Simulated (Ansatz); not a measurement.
# CdS (F-43m): the host for defect calculations

Before any defect goes in: CdS (F-43m) at rest, and how it screens a charge.

Calculated with Ansatz 0.2.0; plane-wave PAW DFT, r2SCAN; relaxation of the host's cell and atoms; PAW set soft_1, in the first sound run; inputs show where later runs differ.

**1. Set-up**

The structure is cubic, space group F-43m (No. 216). Conventional cell: a = 5.886 Å, b = 5.886 Å, c = 5.886 Å, α = 90.00°, β = 90.00°, γ = 90.00°. Cd has 4 S at 2.55 Å nearest. S has 4 Cd at 2.55 Å nearest. Farther neighbours and most contacts between anions are not listed.

**2. Host cell relaxation**

Lattice and positions are set free, within the symmetry that the program keeps.

Input file cell/input.yaml:

```yaml
crystal:
  lattice:
    - [0.0, 2.9429535, 2.9429535]
    - [2.9429535, 0.0, 2.9429535]
    - [2.9429535, 2.9429535, 0.0]
  atoms:
    - { symbol: Cd, position: [0.0, 0.0, 0.0] }
    - { symbol: S, position: [0.75, 0.75, 0.75] }
basis:
  ecutwfc: 500
  xc_grid: 2
hamiltonian:
  xc: r2scan
  pseudopotentials: { kind: paw, azcp: { folder: soft_1 } }
kpoints:
  mp_grid: { grid: [8, 8, 8] }
scf:
  occupations: { method: fixed }
  max_iter: 100
relax:
  f_tol: 0.005
  max_steps: 60
  cell: {}
output:
  forces: true
  stress: true
checkpoint:
  write: "../cell.run"
  compress: false
  write_wavefunctions: false
  write_every: 100000
```

On the command line:

```
> ansatz run input.yaml --threads 32 --pin off --max-ram 56524MiB --backend cuda --events-out ev --progress --plain --runs-dir out --max-vram 78GiB
```

Numbers of over 12 decimals in the logs are rounded to 6 here.

What it wrote:

```text
Engine: ansatz 0.2.0, aarch64-unknown-linux-gnu
[...]
Pseudopotential: Cd, paw, valence charge 20, recommended cutoff 500 eV (meta_gga), soft_1/Cd.paw.azcp
Pseudopotential: S, paw, valence charge 6, recommended cutoff 500 eV (meta_gga), soft_1/S.paw.azcp
Functional definition: r2SCAN
[...]
Crystal: 2 atoms, lattice volume = 50.978 Å³
Basis set: ecut = 500 eV, 1291 PW (Γ), exchange–correlation on 64×64×64 points (8 copies of the dense FFT grid, shifted against one another)
Bands: 17, of which v1, the nominal top of the filled ones, is band 13 counted from 1 (12 counted from 0)
[...]
Space group: F-43m (ITA 216), of the structure as read, at distance tolerance 3.7e-5 Å
k-points: 29 of 512 (time reversal used)
[...]
Functional: x = r2scan, c = r2scan; τ floored in thin density (d = 2e-4 eV/Å³)
[...]
SCF 3 converged in 5 iterations: F = -9175.669872 eV  dr2 = 5.36e-12
relax step   3: F+E_penalty+E_count = -9175.66987218 eV  Δ(F+E_penalty+E_count) = +5.531e-5 eV  max|allowed force component| = 7.055e-17 eV/Å  Δτ_max = 0.0000 Å  P = +0.011 GPa  Ω = 50.790 Å³  stress  [...]
basis re-selected at this cell: Δ(F+E_penalty+E_count) = +5.531e-5 eV, ΔP = -0.000 GPa vs the last step (what re-selecting the basis moved, of the pressure what is left beyond the Pulay correction tha [...]
SCF converged after 5 iterations
Free energy (F): -9175.669872 eV
[...]
Fermi energy:    6.318766 eV
--- Per-component energies (eV) ---
[...]
--- Forces (eV/Å), atoms counted from 1 ---
[...]
--- Stress (GPa, compression-positive) ---
        0.011039       0.000000       0.000000
        0.000000       0.011039       0.000000
        0.000000       0.000000       0.011039
  P = ⅓ Tr σ = 0.0110 GPa (0.110 kbar)
--- Band table (eV; the first three rows and the last of 29) ---
[...]
--- Relaxed structure (2 steps of the walk, 2 accepted, 1 SCFs on fresh bases) ---
[...]
```

Wall time 1.9 s (1 × NVIDIA GB200 with 32 threads of Arm Neoverse V2, shared host); peak memory 1 GiB; 5.8 s of CPU time.

Step by step:

```csv
step,energy less that of the first step (eV),largest force component (eV/Å),pressure (GPa),volume (Å³)
1,0.0000,0.0000,-0.21,50.98
2,-0.0002,0.0000,0.01,50.79
3*,-0.0001,0.0000,0.01,50.79
```

Relaxation steps marked * repeat the geometry before them on a plane-wave basis chosen anew for their cell, so energy and pressure can jump there.

```csv
"conventional cell, symmetrised",before,after,change
a (Å),5.886,5.879,-0.1 %
b (Å),5.886,5.879,-0.1 %
c (Å),5.886,5.879,-0.1 %
volume (Å³/atom),25.49,25.40,-0.4 %
```

The relaxed structure:

```
Cd S
1.0
     0.00000    2.93934    2.93934
     2.93934    0.00000    2.93934
     2.93934    2.93934    0.00000
Cd S
1 1
Direct
  0.00000 0.00000 0.00000
  0.75000 0.75000 0.75000
```

This step gave:

| Property | Result |
| --- | --- |
| pressure | 0.01104 GPa |

The cell shrank by 0.4 % in volume.

**3. Dielectric tensors of the host**

The response to a uniform electric field gives the electronic dielectric tensor.

This step: plane-wave PAW DFPT, PBEsol; dielectric tensors, Born charges and zone-centre modes of the host; PAW set soft_1 (Ansatz 0.2.0).

Input file eps/input.yaml:

```yaml
crystal:
  lattice:
    - [0.0, 2.9393432256, 2.9393432256]
    - [2.9393432256, 0.0, 2.9393432256]
    - [2.9393432256, 2.9393432256, 0.0]
  atoms:
    - { symbol: Cd, position: [0.0, 0.0, 0.0] }
    - { symbol: S, position: [0.75, 0.75, 0.75] }
basis:
  ecutwfc: 420
hamiltonian:
  xc: pbesol
  pseudopotentials: { kind: paw, azcp: { folder: soft_1 }, xc_functional: pbe }
kpoints:
  mp_grid: { grid: [7, 7, 7] }
scf:
  occupations: { method: fixed }
  max_iter: 100
phonons:
  method: dfpt
  dielectric: true
  rigid_motions: translations
```

What it wrote:

```text
[...]
Crystal: 2 atoms, lattice volume = 50.790 Å³
Basis set: ecut = 420 eV, 965 PW (Γ), exchange–correlation on 60×60×60 points (8 copies of the dense FFT grid, shifted against one another)
Bands: 17, of which v1, the nominal top of the filled ones, is band 13 counted from 1 (12 counted from 0)
[...]
k-points: 64 of 343 (irreducible under 4 space group operations, time reversal used)
[...]
SCF iter   1: F=—  HF=-9070.336791 eV  |F-HF|=—  |Δ(HF+E_count)|=         —  Δρ=2.53e-2  dr2=2.47e-1  ethr=3.10e-3  ⟨swp⟩=5.2  Hψ=4870  notcnv=0  defer=122
[...]
k-points: 110
[...]
SCF iter   2: F=—  HF=-9070.279487 eV  |F-HF|=—  |Δ(HF+E_count)|=   4.79e-7  Δρ=7.78e-5  dr2=6.83e-7  ethr=1.76e-8
SCF iter   3: F=-9070.279488 eV  HF=-9070.279488 eV  |F-HF|=8.35e-8  |Δ(HF+E_count)|=   6.63e-7  Δρ=2.58e-5  dr2=7.30e-8  ethr=2.63e-9
SCF 1 converged in 3 iterations: F = -9070.279488 eV  dr2 = 7.30e-8
[...]
WARN: field response: ε∞ stands inside a basis, on 10×10×10 points; the force constants stand on the 7×7×7 k-mesh, whose period is 10.56 times the interband length at k = (0.0000, 0.0000, 0.0000), dir [...]
SCF converged after 9 iterations
Free energy (F): -9070.281353 eV
[...]
Fermi energy:    6.476774 eV
[...]
--- Band table (eV; the first three rows and the last of 64) ---
[...]
--- Phonons (Γ-DFPT): 2 representative perturbations + reference, on 64 of 343 k-points (Σ response iterations 12) ---
  k mesh reduced under 4 symmetry operations, with k and −k counted as one. Each operation leaves every solved perturbation unchanged. A smaller set is not considered because the run solves the response to a homogeneous field
  ASR residual: 1.765e-5 → 0.000e0 eV/Å²; symmetrization residual: 1.450e-6 eV/Å²
  ASR residual per site (eV/Å²): 1.76e-5 3.76e-6
  Γ frequencies (cm⁻¹): 0.00 0.00 0.00 220.95 220.95 220.95
  ε∞ (high-frequency dielectric tensor):
        6.489538     0.000000     0.000000
        0.000000     6.489538     0.000000
        0.000000     0.000000     6.489538
  ε⁰ (static dielectric tensor: ions relaxed, cell fixed):
       10.340995     0.000000     0.000000
        0.000000    10.340995    -0.000000
        0.000000    -0.000000    10.340995
  ε⁰ − ε∞ (ionic part):
        3.851457     0.000000    -0.000000
        0.000000     3.851457    -0.000000
       -0.000000    -0.000000     3.851457
  softest optical mode at Γ: 220.95 cm⁻¹; the repairs (sum rule, projections) moved no ω² at Γ by more than (0.34 cm⁻¹)²
  Born effective charges Z* (e; rows j = field, columns β = displacement):
    site 0:
         2.20032    0.00000   -0.00000
         0.00000    2.20032    0.00000
        -0.00000    0.00000    2.20032
    site 1:
        -2.20032   -0.00000    0.00000
        -0.00000   -2.20032   -0.00000
         0.00000   -0.00000   -2.20032
  Z* charge neutrality: 5.302e-4 e pre-enforcement
  solved inside a basis spanned on kpoints, on 10×10×10 k-points transformed towards the longest dipole: ε∞ is read to err by 1.7e-2, Z* by 2.1e-2 e (field_mesh: kpoints solves on kpoints); Z* is corrected for what the basis lacks
  optical modes at Γ without the LO–TO term, one row a degenerate level:
      ω (cm⁻¹)  modes    IR ((D/Å)²/amu)
        220.95      3            13.4327
  optical modes at Γ + LO–TO along q̂ = [1.0000, 0.0000, 0.0000]:
      ω (cm⁻¹)  modes    IR ((D/Å)²/amu)
        220.95      2             8.9551
        278.91      1             4.4776
  optical modes at Γ + LO–TO along q̂ = [0.0000, 1.0000, 0.0000]:
      ω (cm⁻¹)  modes    IR ((D/Å)²/amu)
        220.95      2             8.9551
        278.91      1             4.4776
  optical modes at Γ + LO–TO along q̂ = [0.0000, 0.0000, 1.0000]:
      ω (cm⁻¹)  modes    IR ((D/Å)²/amu)
        220.95      2             8.9551
        278.91      1             4.4776
[...]
```

Wall time 6 s (1 × NVIDIA GB200 with 32 threads); peak memory 1.5 GiB; 57 s of CPU time.

Electronic dielectric tensor:

```
6.49 0.00 0.00
0.00 6.49 0.00
0.00 0.00 6.49
```

Static dielectric tensor:

```
10.34  0.00  0.00
 0.00 10.34  0.00
 0.00  0.00 10.34
```

The electronic dielectric tensor is isotropic, 6.49. The static dielectric tensor is isotropic, 10.34.

**4. Primitive cell on a dense mesh**

A dense mesh gives the host's converged energy, against which the supercell's sampling is tested.

This step: plane-wave PAW DFT, r2SCAN; single point of the host's primitive cell on a dense mesh; PAW set soft_1 (Ansatz 0.2.0).

Input file dense/input.yaml:

```yaml
crystal:
  lattice:
    - [0.0, 2.9393432256, 2.9393432256]
    - [2.9393432256, 0.0, 2.9393432256]
    - [2.9393432256, 2.9393432256, 0.0]
  atoms:
    - { symbol: Cd, position: [0.0, 0.0, 0.0] }
    - { symbol: S, position: [0.75, 0.75, 0.75] }
basis:
  ecutwfc: 500
  xc_grid: 2
hamiltonian:
  xc: r2scan
  pseudopotentials: { kind: paw, azcp: { folder: soft_1 } }
kpoints:
  mp_grid: { grid: [8, 8, 8] }
scf:
  occupations: { method: fermi_dirac, width: 0.01 }
  max_iter: 80
```

What it wrote:

```text
[...]
Crystal: 2 atoms, lattice volume = 50.790 Å³
Basis set: ecut = 500 eV, 1243 PW (Γ), exchange–correlation on 64×64×64 points (8 copies of the dense FFT grid, shifted against one another)
Bands: 17, of which v1, the nominal top of the filled ones, is band 13 counted from 1 (12 counted from 0)
[...]
k-points: 29 of 512 (time reversal used)
[...]
SCF iter   2: F=—  HF=-9175.648095 eV  |F-HF|=—  |Δ(HF+E_count)|=   1.11e-2  Δρ=1.31e-2  dr2=4.13e-2  dr2_τ=8.58e-3  ethr=1.50e-3  ⟨swp⟩=2.3  Hψ=866  notcnv=0
[...]
SCF iter   6: F=—  HF=-9175.669872 eV  |F-HF|=—  |Δ(HF+E_count)|=   4.45e-4  Δρ=4.10e-5  dr2=6.56e-7  dr2_τ=3.45e-8  ethr=4.08e-8  ⟨swp⟩=2.0  Hψ=754  notcnv=0
SCF iter   7: F=-9175.669872 eV  HF=-9175.669872 eV  |F-HF|=2.18e-9  |Δ(HF+E_count)|=   3.74e-7  Δρ=5.87e-6  dr2=1.42e-8  dr2_τ=5.95e-10  ethr=3.85e-10  ⟨swp⟩=3.0  Hψ=1245  notcnv=0
SCF 1 converged in 7 iterations: F = -9175.669872 eV  dr2 = 1.42e-8
[...]
SCF converged after 7 iterations
Free energy (F): -9175.669872 eV
[...]
Fermi energy:    7.093346 eV
[...]
```

It took 1.1 s on 1 × NVIDIA GB200 with 32 threads; peak memory 1.1 GiB; 2 s of CPU time.

**5. Self-consistent run**

This step: plane-wave PAW DFT, r2SCAN; single point of the defect-free supercell, a test of its k-points; PAW set soft_1 (Ansatz 0.2.0).

System of this step: CdS (F-43m). The cell holds 54 atoms: 27 Cd and 27 S. Cell: a = 12.471 Å, b = 12.471 Å, c = 12.471 Å, α = 60.0°, β = 60.0°, γ = 60.0°.

Input file pristine.sampling/input.yaml:

```yaml
crystal:
  lattice:
    - [0.0, 8.8180296768, 8.8180296768]
    - [8.8180296768, 0.0, 8.8180296768]
    - [8.8180296768, 8.8180296768, 0.0]
  atoms:
    - { symbol: Cd, position: [0.0, 0.0, 0.0] }
    - { symbol: S, position: [0.25, 0.25, 0.25] }
    - { symbol: Cd, position: [0.0, 0.0, 0.3333333333] }
    - { symbol: S, position: [0.25, 0.25, 0.5833333333] }
    - { symbol: Cd, position: [0.0, 0.0, 0.6666666667] }
    - { symbol: S, position: [0.25, 0.25, 0.9166666667] }
    - { symbol: Cd, position: [0.0, 0.3333333333, 0.0] }
    - { symbol: S, position: [0.25, 0.5833333333, 0.25] }
    - { symbol: Cd, position: [0.0, 0.3333333333, 0.3333333333] }
    - { symbol: S, position: [0.25, 0.5833333333, 0.5833333333] }
    - { symbol: Cd, position: [0.0, 0.3333333333, 0.6666666667] }
    - { symbol: S, position: [0.25, 0.5833333333, 0.9166666667] }
    - { symbol: Cd, position: [0.0, 0.6666666667, 0.0] }
    - { symbol: S, position: [0.25, 0.9166666667, 0.25] }
    - { symbol: Cd, position: [0.0, 0.6666666667, 0.3333333333] }
    - { symbol: S, position: [0.25, 0.9166666667, 0.5833333333] }
    - { symbol: Cd, position: [0.0, 0.6666666667, 0.6666666667] }
    - { symbol: S, position: [0.25, 0.9166666667, 0.9166666667] }
    - { symbol: Cd, position: [0.3333333333, 0.0, 0.0] }
    - { symbol: S, position: [0.5833333333, 0.25, 0.25] }
    - { symbol: Cd, position: [0.3333333333, 0.0, 0.3333333333] }
    - { symbol: S, position: [0.5833333333, 0.25, 0.5833333333] }
    - { symbol: Cd, position: [0.3333333333, 0.0, 0.6666666667] }
    - { symbol: S, position: [0.5833333333, 0.25, 0.9166666667] }
    - { symbol: Cd, position: [0.3333333333, 0.3333333333, 0.0] }
    - { symbol: S, position: [0.5833333333, 0.5833333333, 0.25] }
    - { symbol: Cd, position: [0.3333333333, 0.3333333333, 0.3333333333] }
    - { symbol: S, position: [0.5833333333, 0.5833333333, 0.5833333333] }
    - { symbol: Cd, position: [0.3333333333, 0.3333333333, 0.6666666667] }
    - { symbol: S, position: [0.5833333333, 0.5833333333, 0.9166666667] }
    - { symbol: Cd, position: [0.3333333333, 0.6666666667, 0.0] }
    - { symbol: S, position: [0.5833333333, 0.9166666667, 0.25] }
    - { symbol: Cd, position: [0.3333333333, 0.6666666667, 0.3333333333] }
    - { symbol: S, position: [0.5833333333, 0.9166666667, 0.5833333333] }
    - { symbol: Cd, position: [0.3333333333, 0.6666666667, 0.6666666667] }
    - { symbol: S, position: [0.5833333333, 0.9166666667, 0.9166666667] }
    - { symbol: Cd, position: [0.6666666667, 0.0, 0.0] }
    - { symbol: S, position: [0.9166666667, 0.25, 0.25] }
    - { symbol: Cd, position: [0.6666666667, 0.0, 0.3333333333] }
    - { symbol: S, position: [0.9166666667, 0.25, 0.5833333333] }
    - { symbol: Cd, position: [0.6666666667, 0.0, 0.6666666667] }
    - { symbol: S, position: [0.9166666667, 0.25, 0.9166666667] }
    - { symbol: Cd, position: [0.6666666667, 0.3333333333, 0.0] }
    - { symbol: S, position: [0.9166666667, 0.5833333333, 0.25] }
    - { symbol: Cd, position: [0.6666666667, 0.3333333333, 0.3333333333] }
    - { symbol: S, position: [0.9166666667, 0.5833333333, 0.5833333333] }
    - { symbol: Cd, position: [0.6666666667, 0.3333333333, 0.6666666667] }
    - { symbol: S, position: [0.9166666667, 0.5833333333, 0.9166666667] }
    - { symbol: Cd, position: [0.6666666667, 0.6666666667, 0.0] }
    - { symbol: S, position: [0.9166666667, 0.9166666667, 0.25] }
    - { symbol: Cd, position: [0.6666666667, 0.6666666667, 0.3333333333] }
    - { symbol: S, position: [0.9166666667, 0.9166666667, 0.5833333333] }
    - { symbol: Cd, position: [0.6666666667, 0.6666666667, 0.6666666667] }
    - { symbol: S, position: [0.9166666667, 0.9166666667, 0.9166666667] }
basis:
  ecutwfc: 500
  xc_grid: 2
hamiltonian:
  xc: r2scan
  pseudopotentials: { kind: paw, azcp: { folder: soft_1 } }
kpoints:
  mp_grid: { grid: [1, 1, 1], shift: [0.25, 0.25, 0.25] }
scf:
  occupations: { method: fermi_dirac, width: 0.01 }
  max_iter: 80
```

What it wrote:

```text
[...]
Crystal: 54 atoms, lattice volume = 1371.338 Å³
Basis set: ecut = 500 eV, 34717 PW (Γ), exchange–correlation on 192×192×192 points (8 copies of the dense FFT grid, shifted against one another)
Bands: 405, of which v1, the nominal top of the filled ones, is band 351 counted from 1 (350 counted from 0)
[...]
k-points: 1
[...]
SCF iter   2: F=—  HF=-247740.683944 eV  |F-HF|=—  |Δ(HF+E_count)|=   4.90e-1  Δρ=1.62e-2  dr2=2.99e0  dr2_τ=2.50e-1  ethr=1.60e-3  ⟨swp⟩=4.0  Hψ=813  notcnv=0
[...]
SCF iter   7: F=—  HF=-247741.319219 eV  |F-HF|=—  |Δ(HF+E_count)|=   1.03e-2  Δρ=1.05e-5  dr2=1.60e-6  dr2_τ=4.03e-8  ethr=5.42e-9  ⟨swp⟩=3.0  Hψ=603  notcnv=0  defer=45
SCF iter   8: F=-247741.319220 eV  HF=-247741.319220 eV  |F-HF|=2.71e-8  |Δ(HF+E_count)|=   1.39e-6  Δρ=2.22e-6  dr2=7.68e-8  dr2_τ=3.33e-9  ethr=1.42e-10  ⟨swp⟩=3.0  Hψ=969  notcnv=0
SCF 1 converged in 8 iterations: F = -247741.319220 eV  dr2 = 7.68e-8
[...]
SCF converged after 8 iterations
Free energy (F): -247741.319220 eV
[...]
Fermi energy:    7.308614 eV
[...]
```

It took 1.5 s on 1 × NVIDIA GB200 with 32 threads; peak memory 1.5 GiB.

Numbers from this step:

```yaml
energy_over_dense_mesh: 0.03273 eV/atom
```

**6. Results**

| Quantity | Value |
| --- | --- |
| primitive cell vectors, lengths | 4.157, 4.157, 4.157 Å |
| electronic dielectric constant | 6.49 |
| static dielectric constant | 10.34 |
| gap on the k-mesh of the response run (PBEsol) | 0.95 eV |
| energy an atom at one point at (¼, ¼, ¼) less that on the dense mesh | 0.033 eV |

What this shows: The k-mesh can miss the band edges, so this gap is an upper bound at this level. All at zero temperature.

[Logs are printed without paths, hosts, clocks, repeated set-up lines and the standing remarks that a program may print on its own settings, such as how far it seeks lower states.]

[Hosts, paths, dates, database ids (printed as entryN), source tags and the programs' standing remarks are cut or masked in the printed files.]

[Runs of the host that timed out are not shown.]

[For some hosts the program warned that the k-mesh of the response run may be too coarse for force constants and the static dielectric constant; such warnings are not always shown.]
